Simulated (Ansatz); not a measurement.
Write the native input for Ansatz 0.2.0 that does the following.

```
Task                : relaxation of cell and atoms
Functional          : PBE
Potentials or basis : Ansatz PAW
Cutoff              : 420 eV (not typed: the program's choice for these potentials)
k mesh              : 7 × 7 × 7
Occupations         : fermi-dirac, width 0.05 eV
Spin                : no spin polarisation
```

Crystal: BaTiO3.

```
Ba Ti O
1.0
     3.99980    0.00000    0.00000
     0.00000    3.99980    0.00000
     0.00000    0.00000    4.01800
Ba Ti O
1 1 3
Direct
  0.00000 0.00000 0.00000
  0.50000 0.50000 0.49000
  0.00000 0.50000 0.51700
  0.50000 0.00000 0.51700
  0.50000 0.50000 0.01900
```

One way to write it, as run:

input.yaml

```yaml
crystal:
  lattice:
    - [3.9998, 0.0, 0.0]
    - [0.0, 3.9998, 0.0]
    - [0.0, 0.0, 4.018]
  atoms:
    - { symbol: Ba, position: [0.0, 0.0, 0.0] }
    - { symbol: Ti, position: [0.5, 0.5, 0.49] }
    - { symbol: O, position: [0.0, 0.5, 0.517] }
    - { symbol: O, position: [0.5, 0.0, 0.517] }
    - { symbol: O, position: [0.5, 0.5, 0.019] }
hamiltonian:
  xc: pbe
  pseudopotentials: { kind: paw }
kpoints:
  mp_grid: { grid: [7, 7, 7] }
scf:
  occupations: { method: fermi_dirac, width: 0.05 }
output:
  forces: true
  stress: true
relax:
  f_tol: 0.01
  max_steps: 40
  cell: { stress_tol: 0.05 }
```

Potentials or basis: Ansatz PAW.

The run is started by

```bash
$ ansatz run input.yaml --threads 2 --pin off --max-ram 5632MiB --backend cpu --events-out ev --progress --plain --runs-dir out
```

It gave:

```yaml
Relaxed_volume: 13.34 Å³/atom
Relaxed_cell: a = 3.986 Å, b = 3.986 Å, c = 4.198 Å, α = 90.00°, β = 90.00°, γ = 90.00°
Space_group_after_relaxing_to_0.05_Å: P4mm (No. 99)
Energy_gained_by_relaxing: 8.3 meV/atom
Ionic_steps: 12
Pressure_after_relaxing: 0.0 GPa
Band_gap_on_the_k_mesh: 1.94 eV
```

Caveat: odd divisions of the mesh miss points on the zone boundary, where band edges often lie, so the gap on the mesh can be too wide; the plane-wave basis is chosen anew once the cell has moved, so the energies of steps on either side of that aren't comparable; the pressure holds a Pulay correction of +0.5 GPa for the finite cutoff; spin-orbit coupling is left out, which moves the levels of the heavy elements.

Wall time 71 s on 2 threads of Intel(R) Xeon(R) Processor @ 2.50GHz (Skylake/Cascade Lake), with other jobs on the host, peak memory 0.45 GiB.
